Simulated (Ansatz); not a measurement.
ZrS2:

```
CELL_PARAMETERS angstrom
3.69138 0.00000 0.00000
-1.84569 3.19683 0.00000
0.00000 0.00000 6.04108
ATOMIC_POSITIONS crystal
Zr 0.00000 0.00000 0.00000
S 0.33333 0.66667 0.23791
S 0.66667 0.33333 0.76209
```

The cell is a database's computed one.

| Item | Value |
| --- | --- |
| Program | Ansatz 0.2.0 |
| Task | relaxation of cell and atoms |
| Functional | RPBE |
| Dispersion | D3(BJ) |
| Potentials or basis | Ansatz PAW |
| Cutoff | 420 eV (not typed: the program's choice for these potentials) |
| k mesh | 8 × 8 × 5 |
| Occupations | fermi-dirac, width 0.05 eV |
| Spin | no spin polarisation |

At the start: volume 23.76 Å³/atom.

Task: How do energy, volume and symmetry change on relaxing?

Result: It ends after 9 steps and the volume is 17.69 Å³/atom (-25.6 %); space group P-3m1 (No. 164, to 0.05 Å).

Step by step:
| step | energy change (eV) | largest force (eV/Å) | volume (Å³) |
| --- | --- | --- | --- |
| 1 | 0.0000 | 0.4406 | 71.29 |
| 2 | -0.3170 | 0.6176 | 63.61 |
| 3 | -0.4813 | 0.0717 | 56.20 |
| 4 | -0.5515 | 0.0228 | 53.11 |
| 5 | -0.5538 | 0.0734 | 52.44 |
| 6 | -0.5567 | 0.0048 | 52.93 |
| 7 | -0.5567 | 0.0004 | 53.10 |
| 8 | -0.5568 | 0.0000 | 53.07 |
| 9 | -0.5555 | 0.0010 | 53.07 |

Final structure:
```xyz
3
Lattice="3.3950 0.0000 0.0000 -1.6975 2.9402 0.0000 0.0000 0.0000 5.3165" Properties=species:S:1:pos:R:3 pbc="T T T"
Zr    0.0000    0.0000    0.0000
S     0.0000    1.9601    1.5288
S     1.6975    0.9801    3.7877
```

Caveat: the volume moved by over 15 % at a fixed basis, so the end points are rough; the plane-wave basis is chosen anew once the cell has moved, so the energies of steps on either side of that aren't comparable; the PAW data sets come from PBE, with cores solved anew for the run's functional, which leaves a small shift of forces and pressure.
